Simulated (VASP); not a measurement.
Consider the following.

```yaml
crystal:
  lattice:
    - [3.81616, 0.00000, 0.00000]
    - [0.00000, 3.81616, 0.00000]
    - [0.00000, 0.00000, 3.81616]
  atoms:
    - { symbol: La, position: [0.00000, 0.00000, 0.00000] }
    - { symbol: Al, position: [0.50000, 0.50000, 0.50000] }
    - { symbol: O, position: [0.50000, 0.00000, 0.50000] }
    - { symbol: O, position: [0.00000, 0.50000, 0.50000] }
    - { symbol: O, position: [0.50000, 0.50000, 0.00000] }
```

All values below come from SCAN meta-GGA, VASP's PBE PAW potentials (set 64) (plane waves; VASP). Numerical set-up: 520 eV cut-off, 6×6×6 Γ-centred mesh, Gaussian smearing of 0.050 eV, potentials La Al O.

Question: Give the stress tensor in GPa (positive for a compressed cell).

Answer: 
```
-5.97   0.00   0.00
 0.00  -5.97   0.00
 0.00   0.00  -5.97
```
The pressure is its mean diagonal, -5.97 GPa.

The compound is LaAlO3 in the cubic perovskite structure, the ideal cubic form; the compound distorts at low or room temperature. This cell is one point of a volume scan, at 1.03 of the reference volume.
